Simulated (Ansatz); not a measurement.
## GaN: energy along a strain

GaN, F-43m, a = 4.507 Å (as given, not relaxed at this level: -1.2 GPa). This isn't the usual stable structure of the compound. Ansatz: r2SCAN, PAW, 500 eV, Γ-centred 10×10×10 mesh on 2 atoms, Gaussian smearing 0.05 eV; no spin polarisation. Cell vectors (Å): 0.000 2.254 2.254; 2.254 0.000 2.254; 2.254 2.254 0.000. The cell is strained by x per cent times the pattern (0 0 1 0 0 0) in the order xx yy zz yz xz xy (engineering shears), with fractional coordinates held. y is the free energy over the start, V0 = 11.444 Å³/atom. Points with a strain past 8.5 % were computed too (3) and aren't used here.

| x (%) | y (meV/atom) |
| --- | --- |
| -7.50 | ? |
| -5.00 | 21.41 |
| -2.50 | 4.22 |
| 0.00 | 0.00 |
| 2.50 | 8.26 |
| 5.00 | 28.49 |
| 7.50 | 60.14 |

Question: Fit y = c1 x + c2 x² + c3 x³ to the other rows, get the stiffness along the pattern, and predict the missing energy.

Answer: Least squares on the rows shown. y = 0.84495 x + 0.99792 x² − 0.0055172 x³. The clamped-ion stiffness p·C·p = 2 × 9.979 eV × 160.2 / 11.444 Å³ = 279 GPa, which is C33 in these axes (C11 of the cubic crystal) (second derivative at the start, which stands under stress). At x = -7.50 the fit asked for gives 52.12 meV/atom. The run gave 52.04 meV/atom, so the fit is 0.08 meV/atom too high, a small miss on the scale of the series.